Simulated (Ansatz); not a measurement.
**KCl under changes of volume**

One of the cells (28.294 Å³/atom); the others are scaled copies at fixed shape and fractional positions:

```xyz
2
Lattice="3.8392 0.0000 0.0000 0.0000 3.8392 0.0000 0.0000 0.0000 3.8392" Properties=species:S:1:pos:R:3 pbc="T T T"
K     0.0000    0.0000    0.0000
Cl    1.9196    1.9196    1.9196
```

Measurements of this composition are mostly on another form, of space group No. 225.

```yaml
Program: Ansatz 0.2.0
Functional: PBEsol
Potentials_or_basis: Ansatz PAW
Cutoff: "420 eV (not typed: the program's choice for these potentials)"
k_mesh: 7 × 7 × 7
Occupations: fermi-dirac, width 0.05 eV
Spin: no spin polarisation
```

```csv
volume (Å³/atom),energy over the lowest point (meV/atom),pressure (GPa),gap on the mesh (eV)
26.596,0.00,-0.4,4.90
27.162,2.08,-0.8,4.81
27.728,5.48,-1.1,4.73
28.294,10.04,-1.4,4.64
28.860,15.62,-1.7,4.57
29.426,22.10,-1.9,4.49
29.991,?,?,?
```

What does the run at 29.991 Å³/atom give?

Energy over the lowest point 29.36 meV/atom; pressure -2.2 GPa; gap on the mesh 4.42 eV.

Worked out: A Birch-Murnaghan fit of order 3 (a polynomial in V^(-2/3)) to the other rows has its minimum at 26.11 Å³/atom, just outside them, with B0 = V·E''(V) = 22 GPa and B' = 4.9. It gives 29.35 meV/atom at 29.991 Å³/atom, against the run's 29.36, and -dE/dV = -2.2 GPa, against -2.2. A straight line through the other rows of the gap, of slope -4.04 eV per unit of ln V, extrapolates to 4.41 eV, against the run's 4.42.

Energies are extrapolated to zero smearing.

Caveats: odd divisions of the mesh miss points on the zone boundary, where band edges often lie, so the gap on the mesh can be too wide; the PAW data sets come from PBE, with cores solved anew for the run's functional, which leaves a small shift of forces and pressure.

A mesh can miss the band edges.
